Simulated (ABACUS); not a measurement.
Set up this calculation in ABACUS 3.10.1, as the native input.

- Task: single point
- Functional: PBE
- Potentials or basis: SG15 ONCV 1.2 PBE
- Cutoff: 1361 eV
- Density cutoff: 5442 eV
- Basis: DZP LCAO (the cutoffs set its grid)
- k mesh: 8 × 8 × 8
- Occupations: fermi-dirac, width 0.05 eV
- Spin: no spin polarisation
- Orbital files: Zr Zr_confined-atom_8au_3s2p2d1f.orb, O O_confined-atom_6au_2s2p1d.orb
- Radial cutoff of the potentials (pseudo_rcut): 10 bohr
- SCF threshold on the density: 1e-07
- Max SCF steps: 100
- Eigensolver: genelpa
- Mixing: broyden
- Mixing share: 0.7
- Symmetry key: 1
- Bands: 22

The system is ZrO2.

```xyz
3
Lattice="-2.5451 0.0000 2.5451 0.0000 2.5451 2.5451 -2.5451 2.5451 0.0000" Properties=species:S:1:pos:R:3 pbc="T T T"
Zr    0.0000    0.0000    0.0000
O    -1.2725    1.2725    1.2725
O    -3.8176    3.8176    3.8176
```

Measurements of this composition are mostly on another form, of space group No. 14.

The input as run:

INPUT

```
INPUT_PARAMETERS
suffix              ZrO2
calculation         scf
basis_type          lcao
pseudo_dir          ./
orbital_dir         ./
latname             fcc
symmetry            1
dft_functional      pbe
ecutwfc             100
pseudo_rcut         10
nspin               1
nbands              22
ks_solver           genelpa
smearing_method     fd
smearing_sigma      0.00367493
scf_thr             1e-07
scf_nmax            100
mixing_type         broyden
mixing_beta         0.7
cal_force           1
cal_stress          1
out_mul             1
out_chg             1
```

STRU

```
ATOMIC_SPECIES
Zr 91.2240 Zr_ONCV_PBE-1.2.upf
O 15.9990 O_ONCV_PBE-1.2.upf

NUMERICAL_ORBITAL
Zr_confined-atom_8au_3s2p2d1f.orb
O_confined-atom_6au_2s2p1d.orb

LATTICE_CONSTANT
9.6189807624

ATOMIC_POSITIONS
Direct

Zr
0.0
1
0.0000000000 0.0000000000 0.0000000000 1 1 1

O
0.0
2
0.2500000000 0.2500000000 0.2500000000 1 1 1
0.7500000000 0.7500000000 0.7500000000 1 1 1
```

KPT

```
K_POINTS
0
Gamma
8 8 8 0 0 0
```

Potentials or basis: SG15 ONCV 1.2 PBE, DZP LCAO (the cutoffs set its grid).

The run is started by

```sh
$ OMP_NUM_THREADS=1 mpirun -np 4 abacus > log
```

Results of the run:

```yaml
Pressure: 4.7 GPa
Band_gap_on_the_k_mesh: 3.30 eV, indirect (least direct gap 3.77 eV)
Mulliken_charges: Zr +1.43; O -0.72 e
```

Caveat: the atomic orbitals were generated for these runs and aren't a published set; Mulliken charges move with the basis; the basis of atomic orbitals isn't converged, which shifts pressures, moduli and gaps.

It took 5.3 s on 4 MPI ranks on AMD EPYC 9R45 (Zen 5) (shared host), peak memory 0.44 GiB a rank.
